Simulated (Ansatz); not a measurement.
Below is a relaxed structure of P. The cell was found from a structure generator's guess, not taken from experiment.

Level of theory: Ansatz 0.2.0, DFT PBE, scalar-relativistic, plane waves, PAW. Cutoff 420 eV, Γ-centred mesh, Gaussian smearing, no spin polarisation.

```xyz
2
Lattice="1.7406 1.0049 3.0699 -1.7406 1.0049 3.0699 0.0000 -2.0099 3.0699" Properties=species:S:1:pos:R:3 pbc="T T T"
P     0.0000    0.0000    2.1121
P     0.0000    0.0000    7.0975
```

Energies count from the standard state of P at the same level. The references include black phosphorus.

(1) Find its symmetry and describe it.

(2) How far does it lie from the standard state of P?

(3) Is it a metal?

Results:

(1) R-3m (No. 166). Conventional cell: a = 3.481 Å, c = 9.210 Å. P has 3 P at 2.32 Å and 3 P at 2.78 Å.

(2) +0.04 eV/atom. It lies above the standard state, so it could only be metastable.

(3) Yes, bands cross the Fermi level on the 18×18×18 mesh.

The last run used an 18×18×18 mesh for its 2-atom cell and Gaussian smearing of 0.10 eV. No dispersion correction is applied, so the spacing and binding between layers, chains or molecules are poorly described. The reference form of P is held partly by dispersion forces, which this level lacks. This cell was reached by moving the atoms of another relaxed cell at random and relaxing again, last within the group found; it had no such test of its own.
